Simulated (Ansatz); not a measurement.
# Ga (C2/c) in Ansatz: reference runs

Reference runs on Ga: the cell as given and a disturbed copy.

All numbers are computed with Ansatz 0.2.0; they aren't measurements. Logs are shortened: lines on timing, memory, paths and dates and some standing lists are left out, and cuts for length are marked.

## 1. The crystal as given

Symmetry: C2/c, No. 15, monoclinic system. The conventional cell has a = 2.766 Å, b = 8.053 Å, c = 3.332 Å, α = 90.00°, β = 92.02°, γ = 90.00°. Ga (site symmetry 2) is surrounded by 8 Ga at 2.69 to 2.92 Å.

This isn't the form of Ga at room conditions, which is orthorhombic.

## 2. Single point, PBEsol

File input.yaml:

```yaml
crystal:
  lattice:
    - [1.383, -4.0265, 0.0]
    - [1.383, 4.0265, 0.0]
    - [-0.1174474948, 0.0, 3.3299294416]
  atoms:
    - { symbol: Ga, position: [0.131, 0.869, 0.75] }
    - { symbol: Ga, position: [0.869, 0.131, 0.25] }
kpoints:
  mp_grid: { grid: [10, 10, 8] }
scf:
  occupations: { method: fermi_dirac, width: 0.05 }
hamiltonian:
  xc: pbesol
  pseudopotentials: { kind: all_electron, lapw: { basis_error: 0.001 } }
output:
  forces: true
  stress: true
  eigenvalues: true
  populations: true
```

Potentials or basis: all-electron LAPW, scalar-relativistic.

On the command line:

```console
ansatz run input.yaml --threads 1 --pin off --max-ram 3072MiB --backend cpu --events-out ev --progress --plain --runs-dir out
```

The log of the run:

```text
Warning: RAYON_NUM_THREADS=1 ignored (pool sized by the plan → 1); use --threads N
Ga: projections on atomic orbitals take those of the free atom 1s2 2s2 2p6 3s2 3p6 3d10 4s2 4p1, of charge +0.00 (hamiltonian.pseudopotentials.projection_atoms)
LAPW: plane waves up to 8.195 Å⁻¹, error target 1.0e-3 eV per atom; small_component_spin mean_spin; Ga in spheres of 1.344 Å, 21 of its electrons in bands, Dirac shells [] (how accurate: hamiltonian.pseudopotentials.lapw.basis_error, Limitations)
Engine: ansatz 0.2.0, aarch64-unknown-linux-gnu
Pseudopotentials: kind: all_electron
Pseudopotential: Ga, LAPW, valence charge 21, lapw/all_electron/scalar/gaussian/Ga, Koelling and Harmon's equation, gaussian nucleus
Functional definition: PBEsol
  exchange = pbesol_x
  correlation = pbesol_c
Crystal: 2 atoms, lattice volume = 37.086 Å³
Basis set: ecut = 255.86863673685727 eV, 357 PW (Γ), FFT grids on a1+a2, a2, a3, exchange–correlation at level 2
Bands: 26, of which v1, the nominal top of the filled ones, is band 21 counted from 1 (20 counted from 0)
Symmetry: 4 space group operations
Space group: C2/c (ITA 15), of the structure as read, at distance tolerance 3.3e-5 Å
k-points: 227 of 800
Non-local potential: Ga, projectors of the file, none
Initial density: superposition of atomic densities (chi_scale 0.1, normalization cell)
Initial wavefunctions: plane waves of lowest kinetic energy (no species holds an atomic orbital)
Functional: x = pbesol(κ = 0.804, μ = 0.12345679012345678), c = pbesol(β = 0.046)
iter 1 solved again at ethr=8.53e-5 eV; its pass at ethr=1.00e-1 eV (dr2=3.58e-2 eV) is discarded
SCF iter   1: F=—  HF=-105720.143572 eV  |F-HF|=—  |Δ(HF+E_count)|=         —  Δρ=1.26e-2  dr2=3.59e-2  ethr=8.53e-5  ⟨swp⟩=3.0  Hψ=39745  notcnv=0
preconditioner: auto → Kerker (q_TF=auto, 2.785 Å⁻¹)  [metal: Δε(μ)=0.012 eV  Ē_g=17.590 eV  σ=0.050 eV  W_gap=0.06  n_scr=12 (ndim 8)  ℏωp=31.1 eV  f_vac=0.000  D(μ)=0.69/eV (n_scr^D=2)]
SCF iter   2: F=—  HF=-105720.076903 eV  |F-HF|=—  |Δ(HF+E_count)|=   6.67e-2  Δρ=7.31e-3  dr2=1.40e-2  ethr=8.53e-5  ⟨swp⟩=2.0  Hψ=17706  notcnv=0
SCF iter   3: F=—  HF=-105720.063916 eV  |F-HF|=—  |Δ(HF+E_count)|=   1.30e-2  Δρ=5.44e-3  dr2=8.07e-3  ethr=3.34e-5  ⟨swp⟩=2.0  Hψ=16613  notcnv=0
SCF iter   4: F=—  HF=-105720.062204 eV  |F-HF|=—  |Δ(HF+E_count)|=   1.71e-3  Δρ=3.05e-3  dr2=2.72e-3  ethr=1.92e-5  ⟨swp⟩=2.0  Hψ=16613  notcnv=0
iter 5 solved again at ethr=4.05e-7 eV; its pass at ethr=6.48e-6 eV (dr2=1.70e-4 eV) is discarded
SCF iter   5: F=—  HF=-105720.061883 eV  |F-HF|=—  |Δ(HF+E_count)|=   3.21e-4  Δρ=7.26e-4  dr2=1.70e-4  ethr=4.05e-7  ⟨swp⟩=2.0  Hψ=28686  notcnv=0
SCF iter   6: F=—  HF=-105720.061867 eV  |F-HF|=—  |Δ(HF+E_count)|=   1.54e-5  Δρ=8.83e-5  dr2=3.02e-6  ethr=4.04e-7  ⟨swp⟩=2.0  Hψ=16613  notcnv=0
SCF iter   7: F=-105720.061867 eV  HF=-105720.061867 eV  |F-HF|=3.12e-8  |Δ(HF+E_count)|=   3.28e-7  Δρ=1.15e-5  dr2=8.39e-8  ethr=7.19e-9  ⟨swp⟩=2.0  Hψ=16613  notcnv=0
SCF 1 converged in 7 iterations: F = -105720.061867 eV  dr2 = 8.39e-8
SCF converged after 7 iterations
Free energy (F): -105720.061867 eV
Harris-Foulkes:  -105720.061867 eV  (|F-HF|=3.12e-8)
Internal energy: -105720.056093 eV  (E = F + TS)
E sigma→0 (E₀):  -105720.058980 eV
Entropy (-TS):   -0.005774 eV (-2.887 meV/atom)
Fermi energy:    11.826309 eV
--- Per-component energies (eV) ---
  E_band       = -1532.185436
  E_kinetic    = 107786.684062
  E_xc         = -4037.639497
  E_electrostatic = -209469.100658  (all electrons and nuclei)
  E_smearing   = -0.005774  (= −TS)
  E_closure    = 0.000000  (closes the sum)
  E_atoms      = -105713.412254  (free atoms, spherical and without spin; not in F)
  Σ components = -105720.061867   (vs F -105720.061867, Δ=0.00e0)
  Basis errors (estimates in eV, not in F): energy 3.3e-4 per atom: plane waves 2.9e-4 (1.6e-4 summed), levels above the bands 5.4e-62, relativity 3.0e-9, radial functions 3.6e-5, core shells 1.4e-10; eigenvalues (radial functions only) 3.4e-6; not estimated: angular momenta, meshes, grids; target (lapw.basis_error) 1.0e-3; muffin-tin radii Ga 1.344 Å
--- Forces (eV/Å), atoms counted from 1 ---
  atom   1  Ga     0.00000000    -0.19649821     0.00000000
  atom   2  Ga    -0.00000000     0.19649821    -0.00000000
  max |Σ_I F_I| component: 2.78e-17 eV/Å
--- Stress (GPa, compression-positive) ---
       -1.296750       0.000000       0.424259
        0.000000      -1.790572      -0.000000
        0.424259      -0.000000      -2.715045
  P = ⅓ Tr σ = -1.9341 GPa (-19.341 kbar)
--- Band table (eV; the first three rows and the last of 227) ---
  k-point 0: bands = ["-131.5518", "-131.5509", "-82.4672", "-82.4625", "-82.4471", "-82.4461", "-82.4456", "-82.4395", "-3.2669", "-3.2572", "-3.2216", "-3.1989", "-2.9213", "-2.9203", "-2.8925", "-2.8877", "-2.8742", "-2.7374", "0.6004", "9.7392", "10.2060", "13.4587", "17.2478", "21.5119", "22.0119", "22.2354"]
  k-point 1: bands = ["-131.5517", "-131.5510", "-82.4671", "-82.4628", "-82.4468", "-82.4461", "-82.4456", "-82.4398", "-3.2775", "-3.2319", "-3.2212", "-3.1751", "-2.9504", "-2.9487", "-2.8790", "-2.8646", "-2.8630", "-2.7625", "0.8153", "9.8122", "9.9909", "12.3383", "19.3264", "20.5036", "20.5961", "21.6988"]
  k-point 2: bands = ["-131.5517", "-131.5511", "-82.4667", "-82.4634", "-82.4461", "-82.4460", "-82.4457", "-82.4406", "-3.2830", "-3.2235", "-3.1739", "-3.1207", "-2.9866", "-2.9838", "-2.8991", "-2.8372", "-2.8340", "-2.8228", "1.4629", "8.0699", "10.7332", "12.1126", "17.9570", "18.1446", "22.2056", "22.8257"]
  k-point 226: bands = ["-131.5513", "-131.5513", "-82.4657", "-82.4657", "-82.4459", "-82.4459", "-82.4427", "-82.4427", "-3.2186", "-3.2186", "-3.1381", "-3.1381", "-2.9392", "-2.9392", "-2.9064", "-2.9064", "-2.8883", "-2.8883", "5.8283", "5.8283", "7.4309", "7.4309", "22.6717", "22.6717", "23.6220", "23.6220"]
--- Löwdin populations: 2 sites ---
  site symbol       q [e]
     0     Ga     30.9868
     1     Ga     30.9868
  spilling = 0.000425 (of n_electrons = 62.000000)
```

Run time: 37 s. Hardware: 1 thread of Arm Neoverse V2, shared host; peak memory 0.6 GiB.

What came out:

| Quantity | Value |
| --- | --- |
| Free energy | -105720.0619 eV |
| Pressure | -1.9 GPa |
| Largest force | 0.196 eV/Å |
| Band gap on the k mesh | none (metal or under the smearing width) |

Forces in eV/Å, atoms in the order of the input:
```
Ga   0.000 -0.196  0.000
Ga   0.000  0.196  0.000
```

Stress tensor (GPa, compression positive):
```
-1.30  0.00  0.42
 0.00 -1.79  0.00
 0.42  0.00 -2.72
```

## 3. Single point, PBEsol (atoms moved at random, drawn with an rms of 0.05 Å)

Changes to input.yaml since step 2:

```diff
@@ -6,4 +6,4 @@
   atoms:
-    - { symbol: Ga, position: [0.131, 0.869, 0.75] }
-    - { symbol: Ga, position: [0.869, 0.131, 0.25] }
+    - { symbol: Ga, position: [0.116991, 0.856835, 0.748342] }
+    - { symbol: Ga, position: [0.866666, 0.132424, 0.236628] }
 kpoints:
```

Potentials or basis: all-electron LAPW, scalar-relativistic.

On the command line:

```console
ansatz run input.yaml --threads 1 --pin off --max-ram 3072MiB --backend cpu --events-out ev --progress --plain --runs-dir out
```

The log of the run:

```text
Warning: RAYON_NUM_THREADS=1 ignored (pool sized by the plan → 1); use --threads N
Ga: projections on atomic orbitals take those of the free atom 1s2 2s2 2p6 3s2 3p6 3d10 4s2 4p1, of charge +0.00 (hamiltonian.pseudopotentials.projection_atoms)
LAPW: plane waves up to 8.266 Å⁻¹, error target 1.0e-3 eV per atom; small_component_spin mean_spin; Ga in spheres of 1.335 Å, 21 of its electrons in bands, Dirac shells [] (how accurate: hamiltonian.pseudopotentials.lapw.basis_error, Limitations)
Engine: ansatz 0.2.0, aarch64-unknown-linux-gnu
Pseudopotentials: kind: all_electron
Pseudopotential: Ga, LAPW, valence charge 21, lapw/all_electron/scalar/gaussian/Ga, Koelling and Harmon's equation, gaussian nucleus
Functional definition: PBEsol
  exchange = pbesol_x
  correlation = pbesol_c
Crystal: 2 atoms, lattice volume = 37.086 Å³
Basis set: ecut = 260.30129901174826 eV, 369 PW (Γ), FFT grids on a1+a2, a2, a3, exchange–correlation at level 2
Bands: 26, of which v1, the nominal top of the filled ones, is band 21 counted from 1 (20 counted from 0)
Symmetry: 2 space group operations
Space group: P-1 (ITA 2), of the structure as read, at distance tolerance 3.3e-5 Å
k-points: 404 of 800
Non-local potential: Ga, projectors of the file, none
Initial density: superposition of atomic densities (chi_scale 0.1, normalization cell)
Initial wavefunctions: plane waves of lowest kinetic energy (no species holds an atomic orbital)
Functional: x = pbesol(κ = 0.804, μ = 0.12345679012345678), c = pbesol(β = 0.046)
iter 1 solved again at ethr=8.95e-5 eV; its pass at ethr=1.00e-1 eV (dr2=3.76e-2 eV) is discarded
SCF iter   1: F=—  HF=-105720.143523 eV  |F-HF|=—  |Δ(HF+E_count)|=         —  Δρ=1.28e-2  dr2=3.77e-2  ethr=8.95e-5  ⟨swp⟩=3.0  Hψ=70551  notcnv=0
preconditioner: auto → Kerker (q_TF=auto, 2.785 Å⁻¹)  [metal: Δε(μ)=0.006 eV  Ē_g=17.591 eV  σ=0.050 eV  W_gap=0.03  n_scr=12 (ndim 8)  ℏωp=31.1 eV  f_vac=0.000  D(μ)=0.68/eV (n_scr^D=2)]
SCF iter   2: F=—  HF=-105720.076867 eV  |F-HF|=—  |Δ(HF+E_count)|=   6.67e-2  Δρ=7.45e-3  dr2=1.47e-2  ethr=8.95e-5  ⟨swp⟩=2.0  Hψ=31514  notcnv=0
SCF iter   3: F=—  HF=-105720.063959 eV  |F-HF|=—  |Δ(HF+E_count)|=   1.29e-2  Δρ=5.55e-3  dr2=8.47e-3  ethr=3.49e-5  ⟨swp⟩=2.0  Hψ=29567  notcnv=0
SCF iter   4: F=—  HF=-105720.062180 eV  |F-HF|=—  |Δ(HF+E_count)|=   1.78e-3  Δρ=3.11e-3  dr2=2.85e-3  ethr=2.02e-5  ⟨swp⟩=2.0  Hψ=29567  notcnv=0
iter 5 solved again at ethr=4.21e-7 eV; its pass at ethr=6.77e-6 eV (dr2=1.77e-4 eV) is discarded
SCF iter   5: F=—  HF=-105720.061838 eV  |F-HF|=—  |Δ(HF+E_count)|=   3.41e-4  Δρ=7.35e-4  dr2=1.76e-4  ethr=4.21e-7  ⟨swp⟩=2.0  Hψ=51054  notcnv=0
SCF iter   6: F=—  HF=-105720.061822 eV  |F-HF|=—  |Δ(HF+E_count)|=   1.69e-5  Δρ=8.97e-5  dr2=3.22e-6  ethr=4.20e-7  ⟨swp⟩=2.0  Hψ=29567  notcnv=0
SCF iter   7: F=-105720.061821 eV  HF=-105720.061821 eV  |F-HF|=3.74e-8  |Δ(HF+E_count)|=   4.05e-7  Δρ=1.17e-5  dr2=8.95e-8  ethr=7.67e-9  ⟨swp⟩=2.0  Hψ=29567  notcnv=0
SCF 1 converged in 7 iterations: F = -105720.061821 eV  dr2 = 8.95e-8
SCF converged after 7 iterations
Free energy (F): -105720.061821 eV
Harris-Foulkes:  -105720.061821 eV  (|F-HF|=3.74e-8)
Internal energy: -105720.056130 eV  (E = F + TS)
E sigma→0 (E₀):  -105720.058976 eV
Entropy (-TS):   -0.005691 eV (-2.846 meV/atom)
Fermi energy:    11.828040 eV
--- Per-component energies (eV) ---
  E_band       = -1532.202896
  E_kinetic    = 107786.694344
  E_xc         = -4037.643299
  E_electrostatic = -209469.107175  (all electrons and nuclei)
  E_smearing   = -0.005691  (= −TS)
  E_closure    = 0.000000  (closes the sum)
  E_atoms      = -105713.412254  (free atoms, spherical and without spin; not in F)
  Σ components = -105720.061821   (vs F -105720.061821, Δ=0.00e0)
  Basis errors (estimates in eV, not in F): energy 3.3e-4 per atom: plane waves 2.9e-4 (1.6e-4 summed), levels above the bands 5.0e-62, relativity 3.9e-9, radial functions 3.3e-5, core shells 1.3e-10; eigenvalues (radial functions only) 3.1e-6; not estimated: angular momenta, meshes, grids; target (lapw.basis_error) 1.0e-3; muffin-tin radii Ga 1.335 Å
--- Forces (eV/Å), atoms counted from 1 ---
  atom   1  Ga     0.00371550    -0.16392590    -0.06906013
  atom   2  Ga    -0.00371550     0.16392590     0.06906013
  max |Σ_I F_I| component: 0.00e0 eV/Å
--- Stress (GPa, compression-positive) ---
       -1.193192      -0.024211       0.434462
       -0.024211      -1.811993       0.121158
        0.434462       0.121158      -2.754715
  P = ⅓ Tr σ = -1.9200 GPa (-19.200 kbar)
--- Band table (eV; the first three rows and the last of 404) ---
  k-point 0: bands = ["-131.5521", "-131.5512", "-82.4675", "-82.4629", "-82.4484", "-82.4463", "-82.4454", "-82.4393", "-3.2673", "-3.2580", "-3.2183", "-3.2002", "-2.9319", "-2.9134", "-2.8980", "-2.8804", "-2.8754", "-2.7388", "0.5977", "9.7421", "10.2068", "13.4609", "17.2355", "21.4857", "22.0255", "22.2431"]
  k-point 1: bands = ["-131.5520", "-131.5513", "-82.4674", "-82.4631", "-82.4482", "-82.4464", "-82.4452", "-82.4396", "-3.2780", "-3.2334", "-3.2181", "-3.1755", "-2.9550", "-2.9472", "-2.8801", "-2.8666", "-2.8598", "-2.7637", "0.8126", "9.8137", "9.9934", "12.3370", "19.3043", "20.5254", "20.6045", "21.6733"]
  k-point 2: bands = ["-131.5519", "-131.5513", "-82.4670", "-82.4637", "-82.4478", "-82.4465", "-82.4448", "-82.4403", "-3.2835", "-3.2229", "-3.1738", "-3.1207", "-2.9890", "-2.9834", "-2.9002", "-2.8397", "-2.8324", "-2.8225", "1.4600", "8.0713", "10.7345", "12.1102", "17.9651", "18.1445", "22.1820", "22.8452"]
  k-point 403: bands = ["-131.5517", "-131.5516", "-82.4661", "-82.4659", "-82.4471", "-82.4465", "-82.4427", "-82.4420", "-3.2282", "-3.2070", "-3.1422", "-3.1376", "-2.9470", "-2.9360", "-2.9086", "-2.9081", "-2.8925", "-2.8773", "5.7821", "5.8511", "7.4099", "7.4764", "22.5102", "22.8343", "23.6133", "23.6379"]
--- Löwdin populations: 2 sites ---
  site symbol       q [e]
     0     Ga     30.9868
     1     Ga     30.9868
  spilling = 0.000427 (of n_electrons = 62.000000)
```

Run time: 67 s. Hardware: 1 thread of Arm Neoverse V2, shared host; peak memory 0.88 GiB.

What came out:

| Property | Result |
| --- | --- |
| Free energy | -105720.0618 eV |
| Pressure | -1.9 GPa |
| Largest force | 0.178 eV/Å |
| Band gap on the k mesh | none (metal or under the smearing width) |

Forces on the atoms (eV/Å):
```
Ga   0.004 -0.164 -0.069
Ga  -0.004  0.164  0.069
```

Stress tensor (GPa, compression positive):
```
-1.19 -0.02  0.43
-0.02 -1.81  0.12
 0.43  0.12 -2.75
```

Levels at points of the mesh, in eV from the Fermi level:
| k point | band 18 | band 19 | band 20 | band 21 | band 22 | band 23 | band 24 | band 25 |
| --- | --- | --- | --- | --- | --- | --- | --- | --- |
| (0.00, 0.00, 0.00) | -14.57 | -11.23 | -2.09 | -1.62 | 1.63 | 5.41 | 9.66 | 10.20 |
| (0.00, 0.00, -0.50) | -14.64 | -7.88 | -7.69 | 1.56 | 1.82 | 2.43 | 2.48 | 11.61 |
| (0.00, -0.50, 0.00) | -14.59 | -6.02 | -5.07 | -1.32 | 0.01 | 5.90 | 6.61 | 8.23 |
| (0.00, -0.50, -0.50) | -14.58 | -2.90 | -2.77 | -1.61 | -1.59 | 1.66 | 2.32 | 4.36 |
| (-0.50, 0.00, 0.00) | -14.58 | -6.06 | -5.00 | -1.37 | 0.02 | 5.69 | 6.59 | 8.61 |
| (-0.50, 0.00, -0.50) | -14.59 | -2.96 | -2.79 | -1.70 | -1.40 | 1.85 | 2.27 | 4.23 |
| (-0.50, -0.50, 0.00) | -14.63 | -9.12 | -8.58 | 3.97 | 4.59 | 5.83 | 6.04 | 7.55 |
| (-0.50, -0.50, -0.50) | -14.71 | -6.05 | -5.98 | -4.42 | -4.35 | 10.68 | 11.01 | 11.79 |
